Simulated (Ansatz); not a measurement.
**Static calculation, Cd**

System: Cd (fcc type), 1 atom in the cell.

Ansatz input (lattice in Å, positions in fractions of it; a bare `kind: paw` takes the build's default datasets)
```yaml
crystal:
  lattice:
    - [0, 2.2506, 2.2506]
    - [2.2506, 0, 2.2506]
    - [2.2506, 2.2506, 0]
  atoms:
    - { symbol: Cd, position: [0, 0, 0] }
kpoints:
  mp_grid: { grid: [4, 4, 4] }
hamiltonian:
  xc: pbe
  pseudopotentials:
    kind: paw
    azcp:
      Cd: "pseudopotentials/pbe/paw/ansatz_paw_generated_soft_1/Cd.paw.azcp"
scf:
  occupations: { method: fermi_dirac, width: 0.15 }
  convergence: { dr2_threshold: "1e-9 eV" }
  max_iter: 300
output:
  forces: true
  stress: true
  eigenvalues: true
```

All numbers below come from PBE, plane waves, PAW datasets (generated soft set 1) in Ansatz.

What the run gave

```json
{"Plane-wave cutoff used": "420 eV", "Pressure": "-0.59 GPa", "Smearing term TS": "23.3 meV/atom", "Gap on the mesh": "none (metallic)", "Valence electrons": "20", "Irreducible k-points": "8", "CPU time": "roughly 1 core-second on a shared host"}
```

Stress tensor in GPa, compression positive:
```
-0.59  0.00  0.00
 0.00 -0.59  0.00
 0.00  0.00 -0.59
```

The stress includes the program's correction for the finite plane-wave basis.

The k-mesh is coarse, so these values belong to this mesh and can lie far from the converged ones. This cubic structure is a model: it isn't the usual form of the substance at ambient conditions, and such phases are metastable or hypothetical.
